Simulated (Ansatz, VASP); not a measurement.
## Mo: VASP beside Ansatz

```xyz
1
Lattice="-1.5558 1.5558 1.5558 1.5558 -1.5558 1.5558 1.5558 1.5558 -1.5558" Properties=species:S:1:pos:R:3 pbc="T T T"
Mo    0.0000    0.0000    0.0000
```

Alike in both runs: functional LDA; k mesh 16 × 16 × 16; occupations fermi-dirac, width 0.15 eV; no spin polarisation.

Ansatz relaxed the structure, and its values are those at the end. VASP's run is a single point on that final structure, the one shown.

```csv
,VASP,Ansatz
version,VASP 6.6.1,Ansatz 0.2.0
potentials or method,"VASP PAW LDA potentials, release 64 (Mo_sv)","scalar-relativistic, plane waves, PAW"
plane-wave cutoff (eV),520,420
valence electrons in the cell,14,14
```

```tsv
	VASP	Ansatz	Ansatz less VASP
gap on the k mesh at the Fermi level (eV)	none	none	-
pressure (GPa)	1.2	0.0	-1.15
```

A gap of «none» marks a metal or a gap that the smearing closes. Ansatz warned: «pseudo_functional_mismatch».
